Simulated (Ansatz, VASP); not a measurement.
# Ru (free-standing square Ru monolayer, spacing 2.603 A) in two plane-wave programs

Wanted: the spread between two codes on one cell, functional and k mesh. The cell is taken from a series of runs on this material, whose earlier steps may have relaxed, scaled, displaced or heated it; both programs get it as it stands.

Main program and level: Ansatz 0.2.0; plane waves, with VASP 6.6.1 beside it; single point at PBE.

## Step 1: Set-up

The cell holds 1 atom: 1 Ru. Cell: a = 2.603 Å, b = 2.603 Å, c = 14.000 Å, α = 90.0°, β = 90.0°, γ = 90.0°. As first built, before any earlier steps moved the atoms (in the runner's words): model lattice. Vacuum lies along c.

## Step 2: Ansatz: single point, PBE, pair 1

Ansatz runs on its PAW soft_1 files.

With cell and atoms fixed, the geometry can't cause a difference; cores, projectors, grids and the points listed under the comparison can.

Contents of input.yaml:

```yaml
crystal:
  lattice:
    - [2.603, 0.0, 0.0]
    - [0.0, 2.603, 0.0]
    - [0.0, 0.0, 14.0]
  atoms:
    - { symbol: Ru, position: [0.0, 0.0, 0.5], spin: 0.45 }
magnetization:
  spin_polarized: true
kpoints:
  mp_grid: { grid: [22, 22, 1] }
hamiltonian:
  xc: pbe
  pseudopotentials: { kind: paw, azcp: { folder: soft_1 } }
scf:
  occupations: { method: fermi_dirac, width: 0.05 }
  max_iter: 120
  convergence: { dr2_threshold: 1.0e-08 }
  lower_state_search: "off"
basis:
  ecutwfc: 420.0
output:
  stress: true
```

Started as:

```bash
> ansatz run input.yaml --threads 1 --pin off --max-ram 2560MiB --backend cpu --events-out ev --progress --plain --runs-dir out
```

Numbers of over 12 decimals in the logs are rounded to 6 here.

The program printed:

```text
Warning: output.stress: scf.convergence.dr2_threshold = 1e-8 eV is looser than the 1e-10 eV advised for a printed stress (1e-10 eV for each atom of the cell: 1). What an SCF threshold leaves in a stress goes as its square root, and in the free energy as the threshold itself, and one threshold admits the most on a small cell: [figures from the program's tests cut] Set scf.convergence.dr2_threshold to 1e-10 eV or tighter. The threshold is an SCF's pass mark: one that does not reach it within its budget of iterations ends unconverged, or closes short of it on a stop that the run arms, and scf.convergence.dr2_threshold's page says what that costs each kind of run
Engine: ansatz 0.2.0, aarch64-unknown-linux-gnu
Pseudopotentials: kind: paw
Pseudopotential: Ru, paw, valence charge 16, recommended cutoff 420 eV (normal), soft_1/Ru.paw.azcp
Functional definition: PBE
  parameter kappa = 0.804
  parameter beta = 0.066725
  exchange = pbe_x(kappa = kappa, mu = beta*pi^2/3)
  correlation = pbe_c(beta = beta)
Crystal: 1 atoms, lattice volume = 94.859 Å³
Basis set: ecut = 420 eV, 1891 PW (Γ)
Bands: 13, of which v1, the nominal top of the filled ones, is band 8 counted from 1 (7 counted from 0)
Symmetry: 16 space group operations
Space group: P4/mmm (ITA 123), of the structure as read, at distance tolerance 4.6e-5 Å
Magnetic group: BNS 123.339 (UNI 999), of the structure as read, at distance tolerance 4.6e-5 Å
k-points: 78 of 484
Non-local potential: Ru, projectors of the file, l = 0: 3, l = 1: 2, l = 2: 2, l = 3: 1
PAW form: soft (Blöchl's): semilocal exchange-correlation on the pseudo side does not see the compensation charge
PAW one-centre angular grid: Ru, 590 points (default); XC on 64 Gauss nodes
Initial density: superposition of atomic densities (neutral atoms: chi_scale 0, normalization atom)
Starting moments: Σ|m| = 0.45 μB on 1 of 1 site
Initial wavefunctions: pseudopotential atomic-orbital guess
Functional: x = pbe(κ = 0.804, μ = 0.219515), c = pbe(β = 0.066725)
SCF iter   1: F=—  HF=-5876.253904 eV  |F-HF|=—  |Δ(HF+E_count)|=         —  Δρ=2.13e-2 (↑2.13e-2 ↓1.33e-2)  dr2=1.04e0  dr2_m=3.07e-2  M=0.305 μB ∫|m|=0.308 μB  β_m=0.30  ethr=3.10e-3  ⟨swp⟩=6.1  Hψ=12032  notcnv=0
preconditioner: auto → LDOS  [metal: Δε(μ)=0.006 eV  Ē_g=6.905 eV  σ=0.050 eV  W_gap=0.03  n_scr=8 (ndim 8)  ℏωp=10.8 eV  f_vac=0.675  D(μ)=2.50/eV (n_scr^D=8)]
spin=Collinear: LDOS preconditioning applied to the charge; magnetization (m = ρ↑ − ρ↓) channel mixes plain (no charge-response kernel on spin).
SCF iter   2: F=—  HF=-5876.070506 eV  |F-HF|=—  |Δ(HF+E_count)|=   1.83e-1  Δρ=1.20e-2 (↑1.20e-2 ↓7.71e-3)  dr2=3.15e-1  dr2_m=1.58e-2  M=0.314 μB ∫|m|=0.318 μB  β_m=0.30  ethr=3.10e-3  ⟨swp⟩=2.7  Hψ=4384  notcnv=0  defer=17
SCF iter   3: F=—  HF=-5875.998723 eV  |F-HF|=—  |Δ(HF+E_count)|=   7.18e-2  Δρ=4.78e-3 (↑3.08e-3 ↓4.78e-3)  dr2=1.53e-2  dr2_m=7.98e-3  M=0.329 μB ∫|m|=0.334 μB  β_m=0.30  ethr=1.97e-3  ⟨swp⟩=2.1  Hψ=3411  notcnv=0  defer=17
SCF iter   4: F=—  HF=-5876.009071 eV  |F-HF|=—  |Δ(HF+E_count)|=   1.03e-2  Δρ=2.69e-3 (↑2.69e-3 ↓2.29e-3)  dr2=2.64e-3  dr2_m=4.85e-3  M=0.336 μB ∫|m|=0.341 μB  β_m=1.00  ethr=9.56e-5  ⟨swp⟩=2.6  Hψ=3909  notcnv=0  defer=17
SCF iter   5: F=—  HF=-5876.015196 eV  |F-HF|=—  |Δ(HF+E_count)|=   6.13e-3  Δρ=1.66e-3 (↑1.44e-3 ↓1.66e-3)  dr2=4.85e-4  dr2_m=1.87e-3  M=0.382 μB ∫|m|=0.389 μB  β_m=1.00  ethr=1.65e-5  ⟨swp⟩=2.0  Hψ=3694  notcnv=0  defer=17
SCF iter   6: F=—  HF=-5876.019032 eV  |F-HF|=—  |Δ(HF+E_count)|=   3.84e-3  Δρ=1.71e-3 (↑1.37e-3 ↓1.71e-3)  dr2=1.17e-4  dr2_m=2.00e-3  M=0.439 μB ∫|m|=0.446 μB  β_m=1.00  ethr=3.03e-6  ⟨swp⟩=2.1  Hψ=4369  notcnv=0  defer=17
SCF iter   7: F=—  HF=-5876.021744 eV  |F-HF|=—  |Δ(HF+E_count)|=   2.71e-3  Δρ=1.46e-3 (↑1.43e-3 ↓1.46e-3)  dr2=1.15e-5  dr2_m=1.81e-3  M=0.495 μB ∫|m|=0.503 μB  β_m=1.00  ethr=7.30e-7  ⟨swp⟩=2.8  Hψ=4195  notcnv=0  defer=17
SCF iter   8: F=—  HF=-5876.023954 eV  |F-HF|=—  |Δ(HF+E_count)|=   2.21e-3  Δρ=1.30e-3 (↑1.26e-3 ↓1.30e-3)  dr2=3.63e-5  dr2_m=1.41e-3  M=0.545 μB ∫|m|=0.554 μB  β_m=1.00  ethr=7.16e-8  ⟨swp⟩=3.2  Hψ=4270  notcnv=0  defer=17
SCF iter   9: F=—  HF=-5876.025717 eV  |F-HF|=—  |Δ(HF+E_count)|=   1.76e-3  Δρ=1.05e-3 (↑1.04e-3 ↓1.05e-3)  dr2=1.12e-5  dr2_m=9.50e-4  M=0.587 μB ∫|m|=0.597 μB  β_m=1.00  ethr=7.16e-8  ⟨swp⟩=3.1  Hψ=4428  notcnv=0  defer=17
SCF iter  10: F=—  HF=-5876.027056 eV  |F-HF|=—  |Δ(HF+E_count)|=   1.34e-3  Δρ=8.23e-4 (↑8.08e-4 ↓8.23e-4)  dr2=1.98e-5  dr2_m=5.72e-4  M=0.620 μB ∫|m|=0.631 μB  β_m=1.00  ethr=6.98e-8  ⟨swp⟩=3.3  Hψ=4217  notcnv=0  defer=16
[...]
Mixer restart at iter 12: flushing history
spin-set hold released at iteration 12 (site moments contracting): the magnetisation degrees of freedom join the quasi-Newton model from the next iteration; the mixer history was flushed
SCF iter  13: F=—  HF=-5876.029202 eV  |F-HF|=—  |Δ(HF+E_count)|=   4.96e-4  Δρ=4.89e-4 (↑4.69e-4 ↓4.89e-4)  dr2=4.33e-5  dr2_m=1.79e-4  M=0.667 μB ∫|m|=0.680 μB  β_m=0.58  ethr=6.98e-8  ⟨swp⟩=2.0  Hψ=3177  notcnv=0  defer=16
SCF iter  14: F=—  HF=-5876.029940 eV  |F-HF|=—  |Δ(HF+E_count)|=   7.38e-4  Δρ=3.86e-4 (↑3.86e-4 ↓3.65e-4)  dr2=1.61e-5  dr2_m=1.17e-4  M=0.691 μB ∫|m|=0.705 μB  β_m=0.82  ethr=6.98e-8  ⟨swp⟩=3.2  Hψ=3799  notcnv=0  defer=16
SCF iter  15: F=—  HF=-5876.030065 eV  |F-HF|=—  |Δ(HF+E_count)|=   1.25e-4  Δρ=1.50e-4 (↑1.10e-4 ↓1.50e-4)  dr2=1.90e-5  dr2_m=9.54e-6  M=0.709 μB ∫|m|=0.724 μB  β_m=0.82  ethr=6.98e-8  ⟨swp⟩=3.2  Hψ=4124  notcnv=0  defer=16
SCF iter  16: F=—  HF=-5876.030075 eV  |F-HF|=—  |Δ(HF+E_count)|=   1.02e-5  Δρ=3.32e-5 (↑3.32e-5 ↓2.89e-5)  dr2=2.25e-7  dr2_m=7.72e-7  M=0.715 μB ∫|m|=0.730 μB  β_m=0.91  ethr=6.98e-8  ⟨swp⟩=2.1  Hψ=3512  notcnv=0  defer=16
SCF iter  17: F=—  HF=-5876.030074 eV  |F-HF|=—  |Δ(HF+E_count)|=   7.16e-7  Δρ=1.49e-5 (↑8.69e-6 ↓1.49e-5)  dr2=1.39e-7  dr2_m=8.98e-8  M=0.717 μB ∫|m|=0.732 μB  β_m=0.95  ethr=1.40e-9  ⟨swp⟩=2.6  Hψ=3531  notcnv=0  defer=16
SCF iter  18: F=—  HF=-5876.030074 eV  |F-HF|=—  |Δ(HF+E_count)|=   1.46e-7  Δρ=6.77e-6 (↑4.16e-6 ↓6.77e-6)  dr2=3.85e-8  dr2_m=1.44e-8  M=0.717 μB ∫|m|=0.733 μB  β_m=0.92  ethr=8.72e-10  ⟨swp⟩=2.0  Hψ=3234  notcnv=0  defer=16
iter 19 did not close the SCF: its close was put off for a magnetic moment that had not settled (scf_convergence_deferred on its scf_iter line)
SCF iter  19: F=-5876.030074 eV  HF=-5876.030074 eV  |F-HF|=1.37e-9  |Δ(HF+E_count)|=   1.07e-8  Δρ=1.15e-6 (↑8.88e-7 ↓1.15e-6)  dr2=2.95e-10  dr2_m=7.68e-10  M=0.717 μB ∫|m|=0.733 μB  β_m=0.96  ethr=6.25e-11  ⟨swp⟩=3.0  Hψ=8167  notcnv=0
SCF iter  20: F=-5876.030074 eV  HF=-5876.030074 eV  |F-HF|=1.00e-11  |Δ(HF+E_count)|=   2.55e-9  Δρ=6.33e-8 (↑6.33e-8 ↓6.24e-8)  dr2=3.42e-13  dr2_m=3.28e-12  M=0.717 μB ∫|m|=0.733 μB  ethr=1.84e-12  ⟨swp⟩=1.6  Hψ=6525  notcnv=0
SCF 1 converged in 20 iterations: F = -5876.030074 eV  dr2 = 3.42e-13
  greatest PAW one-centre occupation: 0.999 electrons in one spin orbital (limit 2), on the Ru atom at site 0 (counted from 0), in its partial waves of l = 0
SCF converged after 20 iterations
Magnetization: 0.7173 μB (8.3586 up, 7.6414 down)
Absolute magnetization: 0.7326 μB (∫|ρ↑−ρ↓|, with the PAW one-centre terms)
Spin contamination: 0.0072 ħ² per cell (⟨S²⟩ above its minimum at these occupations)
Per-site moments (μB) at R_I (Å): [(0.593022, 1.073738)]
Free energy (F): -5876.030074 eV
Harris-Foulkes:  -5876.030074 eV  (|F-HF|=1.00e-11)
Internal energy: -5876.015561 eV  (E = F + TS)
E sigma→0 (E₀):  -5876.022818 eV
Entropy (-TS):   -0.014513 eV (-14.513 meV/atom)
Fermi energy:    -1.155632 eV
--- Per-component energies (eV) ---
  E_band       = -432.310186
  E_kinetic    = 453.498475
  E_local      = -7804.164230  (includes V_loc(G=0)·N_el)
  E_nonlocal   = 417.893702
  E_hartree    = 3498.577479
  E_xc         = -165.265617
  E_vxc        = -208.435465  (∫ρ·V_xc dr)
  E_paw        = -3502.960084  (= ΣΔE_a)
  E_vpaw       = -288.258284  (= ΣTr[D̂ρ^β])
  E_aug_tail   = 0.000667  (compensation charges beyond the density's cutoff)
  E_ewald      = 1226.404047
  E_smearing   = -0.014513  (= −TS)
  E_closure    = -0.000000  (closes the sum)
  Σ components = -5876.030074   (vs F -5876.030074, Δ=0.00e0)
--- Stress (GPa, compression-positive) ---
       -7.504999       0.000000       0.000000
        0.000000      -7.504999       0.000000
        0.000000       0.000000      -0.000313
  P = ⅓ Tr σ = -5.0034 GPa (-50.034 kbar)
```

The column dr2 measures how far the density is from self-consistency, as an energy; F and HF (Harris–Foulkes) agree once it is small.

## Step 3: VASP: single point, PBE, pair 1

The same cell, functional, mesh and smearing now go to VASP, with its own data sets.

Lines of VASP's logs that name or quote its potential files are left out, and so is its time.

Contents of INCAR:

```
SYSTEM = Ru
PREC = Accurate
ENCUT = 500
EDIFF = 1E-06
NELM = 200
ISMEAR = -1
SIGMA = 0.05
LREAL = .FALSE.
ALGO = Normal
GGA = PE
NBANDS = 14
ISPIN = 2
MAGMOM = 0.59
LASPH = .TRUE.
LMAXMIX = 4
LORBIT = 11
LWAVE = .FALSE.
LCHARG = .FALSE.
ISIF = 2
GGA_COMPAT = .FALSE.
KPAR = 2
```

Contents of POSCAR:

```
Ru
1.0
    2.6030000000      0.0000000000      0.0000000000
    0.0000000000      2.6030000000      0.0000000000
    0.0000000000      0.0000000000     14.0000000000
Ru
1
Direct
    0.0000000000      0.0000000000      0.5000000000
```

Contents of KPOINTS:

```
Automatic mesh
0
Gamma
22 22 1
0 0 0
```

The projector-augmented-wave data sets are Ru_pv (PBE family, release 64).

Started as:

```bash
> mpirun -np 2 vasp_std
```

The program printed:

```text
[banner, memory and clock lines left out]
running    2 mpi-ranks, on    1 nodes
 distrk:  each k-point on    1 cores,    2 groups
 distr:  one band on    1 cores,    1 groups

 POSCAR found type information on POSCAR Ru
 POSCAR found :  1 types and       1 ions
 LDA part: xc-table for (Slater+PW92), standard interpolation
 POSCAR, INCAR and KPOINTS ok, starting setup
 FFT: planning ... GRIDC
 FFT: planning ... GRID_SOFT
 FFT: planning ... GRID
 WAVECAR not read
 entering main loop
       N       E                     dE             d eps       ncg     rms          rms(c)
DAV:   1     0.620892300968E+02    0.62089E+02   -0.77372E+03  5640   0.741E+02
DAV:   2    -0.559965970779E+01   -0.67689E+02   -0.63099E+02  4998   0.193E+02
DAV:   3    -0.674839600112E+01   -0.11487E+01   -0.11346E+01  5184   0.257E+01
DAV:   4    -0.676589762027E+01   -0.17502E-01   -0.17493E-01  6264   0.271E+00
DAV:   5    -0.676602027322E+01   -0.12265E-03   -0.12264E-03  5508   0.204E-01    0.537E+00
DAV:   6    -0.652540036197E+01    0.24062E+00   -0.94595E-01  4926   0.877E+00    0.180E+00
DAV:   7    -0.652476563065E+01    0.63473E-03   -0.40793E-02  4608   0.149E+00    0.102E+00
DAV:   8    -0.653360904612E+01   -0.88434E-02   -0.16695E-02  4714   0.783E-01    0.519E-01
DAV:   9    -0.652188557783E+01    0.11723E-01   -0.25772E-03  5214   0.313E-01    0.207E-01
DAV:  10    -0.651778695396E+01    0.40986E-02   -0.37790E-03  4584   0.277E-01    0.128E-01
DAV:  11    -0.652029692650E+01   -0.25100E-02   -0.29676E-04  4954   0.102E-01    0.905E-02
DAV:  12    -0.652844482769E+01   -0.81479E-02   -0.90693E-04  4572   0.128E-01    0.536E-02
DAV:  13    -0.653436990403E+01   -0.59251E-02   -0.80451E-04  4806   0.108E-01    0.328E-02
DAV:  14    -0.653472332096E+01   -0.35342E-03   -0.44417E-05  4960   0.381E-02    0.148E-02
DAV:  15    -0.653477959334E+01   -0.56272E-04   -0.83226E-06  4770   0.155E-02    0.739E-03
DAV:  16    -0.653487502068E+01   -0.95427E-04   -0.30846E-06  4714   0.116E-02    0.441E-03
DAV:  17    -0.653490984558E+01   -0.34825E-04   -0.75913E-07  3996   0.496E-03    0.348E-03
DAV:  18    -0.653495902655E+01   -0.49181E-04   -0.27655E-06  4366   0.686E-03    0.183E-03
DAV:  19    -0.653497644718E+01   -0.17421E-04   -0.52211E-07  3586   0.382E-03    0.138E-03
DAV:  20    -0.653498437669E+01   -0.79295E-05   -0.58989E-07  3648   0.241E-03    0.792E-04
DAV:  21    -0.653498657690E+01   -0.22002E-05   -0.27424E-07  3592   0.234E-03    0.401E-04
DAV:  22    -0.653498656316E+01    0.13734E-07   -0.18125E-08  3618   0.981E-04
   1 F= -.65349866E+01 E0= -.65276874E+01  d E =-.145984E-01  mag=     0.7153
```

Parts of OUTCAR (step 3):

```text
ion  position               nearest neighbor table
   1  0.000  0.000  0.500-

  LATTYP: Found a simple tetragonal cell.
 ALAT       =     2.6030000000
 C/A-ratio  =     5.3784095275

 Subroutine GETGRP returns: Found 16 space group operations
 (whereof 16 operations were pure point group operations)

The static configuration has the point symmetry D_4h.

 Found     78 irreducible k-points:

   k-points           NKPTS =     78   k-points in BZ     NKDIM =     78   number of bands    NBANDS=     14

   dimension x,y,z NGX =    20 NGY =   20 NGZ =  108
   dimension x,y,z NGXF=    40 NGYF=   40 NGZF=  216

   ENCUT  =  500.0 eV  36.75 Ry    6.06 a.u.   4.75  4.75 25.53*2*pi/ulx,y,z

   NELECT =      14.0000    total number of electrons

 k-points in reciprocal lattice and weights: Automatic mesh
   0.00000000  0.00000000  0.00000000       0.002
   0.04545455  0.00000000  0.00000000       0.008
   0.09090909  0.00000000  0.00000000       0.008
   0.13636364  0.00000000  0.00000000       0.008
   0.18181818  0.00000000  0.00000000       0.008
   0.22727273  0.00000000  0.00000000       0.008
   0.27272727  0.00000000  0.00000000       0.008
   0.31818182  0.00000000  0.00000000       0.008
   0.36363636  0.00000000  0.00000000       0.008
[...]
0.50000000  0.45454545  0.00000000       0.008
   0.50000000  0.50000000  0.00000000       0.002

 average (electrostatic) potential at core
       1 -82.1189

 E-fermi :  -2.6635

 spin component 1
 k-point     1 :       0.0000    0.0000    0.0000
  band No.  band energies     occupation
    ...
      2     -44.9779      1.00000
      3     -44.9779      1.00000
      4      -7.4595      1.00000
      5      -6.8732      1.00000
      6      -4.6115      1.00000
      7      -2.2453      0.00023
      8      -2.2453      0.00023
      9      -1.3655      0.00000
     10      -1.2396      0.00000
     11       2.2915      0.00000
    ...

 k-point     2 :       0.0455    0.0000    0.0000
  band No.  band energies     occupation
    ...
      2     -44.9932      1.00000
      3     -44.9767      1.00000
      4      -7.3973      1.00000
      5      -6.8272      1.00000
      6      -4.5889      1.00000
      7      -2.4628      0.01771
      8      -2.2391      0.00021
      9      -1.2894      0.00000
     10      -1.1573      0.00000
     11       2.3354      0.00000
    ...

 k-point     3 :       0.0909    0.0000    0.0000
  band No.  band energies     occupation
    ...
      3     -44.9729      1.00000
      4      -7.2401      1.00000
      5      -6.6642      1.00000
      6      -4.5216      1.00000
      7      -2.8814      0.98735
      8      -2.2210      0.00014
      9      -1.4318      0.00000
     10      -0.7593      0.00000
     11       2.4668      0.00000
     12       3.4825      0.00000
    ...

 k-point     4 :       0.1364    0.0000    0.0000
  band No.  band energies     occupation
    ...
      3     -44.9671      1.00000
      4      -7.0608      1.00000
      5      -6.3235      1.00000
      6      -4.4115      1.00000
      7      -3.3427      1.00000
      8      -2.1924      0.00008
      9      -1.6488      0.00000
     10      -0.3109      0.00000
     11       2.6858      0.00000
     12       3.7466      0.00000
    ...

 k-point     5 :       0.1818    0.0000    0.0000
  band No.  band energies     occupation
    ...
      3     -44.9595      1.00000
      4      -6.8980      1.00000
      5      -5.7880      1.00000
      6      -4.2612      1.00000
      7      -3.8033      1.00000
      8      -2.1554      0.00004
      9      -1.9152      0.00000
     10       0.1705      0.00000
     11       2.9919      0.00000
     12       4.1044      0.00000
    ...

 k-point     6 :       0.2273    0.0000    0.0000
  band No.  band energies     occupation
    ...
      3     -44.9509      1.00000
      4      -6.7443      1.00000
      5      -5.0997      1.00000
      6      -4.2407      1.00000
      7      -4.0707      1.00000
      8      -2.2042      0.00010
      9      -2.1128      0.00002
     10       0.6887      0.00000
     11       3.3849      0.00000
     12       4.5485      0.00000
    ...

  Total       -4.4453959     -4.4453959     -0.0092578      0.0000000      0.0000000      0.0000000
  in kB      -75.0835255    -75.0835255     -0.1563664      0.0000000      0.0000000      0.0000000
  external PRESSURE =     -50.1078058 kB  Pullay stress =       0.0000000 kB

  energy-cutoff  :      500.00
  volume of cell :       94.86
      direct lattice vectors                 reciprocal lattice vectors
     2.603000000  0.000000000  0.000000000     0.384172109  0.000000000  0.000000000
     0.000000000  2.603000000  0.000000000     0.000000000  0.384172109  0.000000000
     0.000000000  0.000000000 14.000000000     0.000000000  0.000000000  0.071428571

 POSITION                                       TOTAL-FORCE (eV/Angst)
 -----------------------------------------------------------------------------------
      0.00000      0.00000      7.00000         0.000000      0.000000      0.000000
 -----------------------------------------------------------------------------------
    total drift:                                0.000000      0.000000      0.000000

  FREE ENERGIE OF THE ION-ELECTRON SYSTEM (eV)
  ---------------------------------------------------
  free  energy   TOTEN  =        -6.5349865632 eV

  energy  without entropy=       -6.5203881483  energy(sigma->0) =       -6.52768736

 total charge
# of ion       s       p       d       tot
------------------------------------------
    1        0.333   6.095   5.942  12.370

 magnetization (x)
# of ion       s       p       d       tot
------------------------------------------
    1        0.025   0.000   0.609   0.635

[... 6 further parts left out ...]
```

## Step 4: Side by side

Known differences besides the potentials themselves: VASP starts from the moments at which Ansatz ended; the data sets hold 16 valence electrons in Ansatz (on its PAW soft_1 files) and 14 in VASP; the cutoff is 420 eV in Ansatz and 500 eV in VASP; site moments are counted in spheres of each program's own size. Total energies have different zeros and are not compared.

The two programs side by side:

| quantity | Ansatz | VASP | difference |
| --- | --- | --- | --- |
| pressure (GPa) | -5.00 | -5.01 | +0.01 |
| total moment (μB) | 0.72 | 0.72 | 0.00 |
| moment on Ru1 (μB) | 0.59 | 0.64 | -0.04 |

With vacuum in the cell, a pressure given here is an average over mostly empty space and none of the material.

## Step 5: Ansatz: single point, PBE, pair 2

A single point gives forces, pressure and levels at one fixed geometry, so differences don't come from the geometry; what else differs is listed under the comparison.

The cell is taken from a series of runs on this material, whose earlier steps may have relaxed, scaled, displaced or heated it; both programs get it as it stands.

input.yaml, the sections that differ from step 2:

```yaml
crystal:
  lattice:
    - [2.69256414, 0.0, 0.0]
    - [0.0, 2.69256414, 0.0]
    - [0.0, 0.0, 14.0]
  atoms:
    - { symbol: Ru, position: [0.0, 0.0, 0.5], spin: 1.5 }
# magnetization, kpoints, hamiltonian, scf, basis, output: as in step 2
```

Started as:

```bash
> ansatz run input.yaml --threads 1 --pin off --max-ram 2560MiB --backend cpu --events-out ev --progress --plain --runs-dir out
```

The program printed:

```text
[...]
Crystal: 1 atoms, lattice volume = 101.499 Å³
Basis set: ecut = 420 eV, 2003 PW (Γ)
Bands: 13, of which v1, the nominal top of the filled ones, is band 8 counted from 1 (7 counted from 0)
Symmetry: 16 space group operations
[...]
k-points: 78 of 484
[...]
Internal energy: -5875.683210 eV  (E = F + TS)
E sigma→0 (E₀):  -5875.693296 eV
Entropy (-TS):   -0.020171 eV (-20.171 meV/atom)
Fermi energy:    -1.351071 eV
[...]
--- Stress (GPa, compression-positive) ---
       -7.990709       0.000000       0.000000
        0.000000      -7.990709       0.000000
        0.000000       0.000000      -0.000287
  P = ⅓ Tr σ = -5.3272 GPa (-53.272 kbar)
[key lines of the parts left out:]
SCF converged after 16 iterations
Magnetization: 1.1011 μB (8.5506 up, 7.4494 down)
Free energy (F): -5875.703381 eV
```

[end of part 1 of 2]

[Lines on the potential files, build, host, timing and source positions are cut from VASP's logs without a mark.]

[Logs are printed without paths, hosts, clocks, repeated set-up lines and the standing remarks that a program may print on its own settings, such as how far it seeks lower states.]

[Hosts, paths, dates, database ids (printed as entryN), source tags and the programs' standing remarks are cut or masked in the printed files.]
